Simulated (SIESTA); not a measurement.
Here is a SIESTA 5.4.2 calculation.

The input BeTe.fdf:

```
SystemName                      BeTe
SystemLabel                     BeTe
NumberOfSpecies                 2
NumberOfAtoms                   2
%block ChemicalSpeciesLabel
  1  52 Te
  2   4 Be
%endblock ChemicalSpeciesLabel

LatticeConstant                 1.0 Ang
%block LatticeVectors
     0.0000000000     2.7700000000     2.8808000000
     2.7700000000     0.0000000000     2.8808000000
     2.7700000000     2.7700000000     0.0000000000
%endblock LatticeVectors
AtomicCoordinatesFormat         Ang
%block AtomicCoordinatesAndAtomicSpecies
     4.1550000000     4.1550000000     4.3212000000  1
     0.0000000000     0.0000000000     0.0000000000  2
%endblock AtomicCoordinatesAndAtomicSpecies

%block kgrid.MonkhorstPack
    8   0   0  0.0
    0   8   0  0.0
    0   0   8  0.0
%endblock kgrid.MonkhorstPack
XC.Functional                   GGA
XC.Authors                      PBE
PAO.BasisSize                   DZP
PAO.EnergyShift                 0.003 Ry
Mesh.Cutoff                     800 Ry
OccupationFunction              FD
ElectronicTemperature           0.05 eV
MaxSCFIterations                120
SCF.MustConverge                false
SCF.Mixer.Method                Pulay
SCF.Mixer.Weight                0.25
SCF.Mixer.History               8
SCF.DM.Tolerance                5.0e-05
SCF.H.Tolerance                 1.0e-03 eV
WriteForces                     true
Charge.Mulliken                 end
%block PAO.PolarizationScheme
  Be non-perturbative
%endblock PAO.PolarizationScheme
%block PAO.Basis
  Te 4
  n=5 0 2
    5.635 0.000
  n=5 1 2
    7.297 0.000
  n=4 2 2
    3.260 0.000
  n=5 2 1
    7.297
  Be 3
  n=1 0 2
    2.105 0.000
  n=2 0 2
    8.861 0.000
  n=2 1 1
    8.861
%endblock PAO.Basis
```

Potentials or basis: PseudoDojo 0.4 standard (PBE files), DZP (energy shift 0.003 Ry; two zetas on semicore shells).

The run is started by

```console
$ siesta < BeTe.fdf > BeTe.out 2>&1
```

Q: What does it give for the pressure?

A: 3.0 GPa.

Q: What does it give for the band gap on the k mesh?

A: 1.86 eV, indirect (least direct gap 3.48 eV).

Stress tensor (GPa, compression positive):
```
3.92 0.01 0.01
0.01 3.92 0.01
0.01 0.01 1.05
```

Caveat: short orbitals over semicore shells can move pressures by several GPa; spin-orbit coupling is left out, which moves the levels of the heavy elements; the basis of atomic orbitals isn't converged, which shifts pressures, moduli and gaps. A k mesh can miss the band edges.
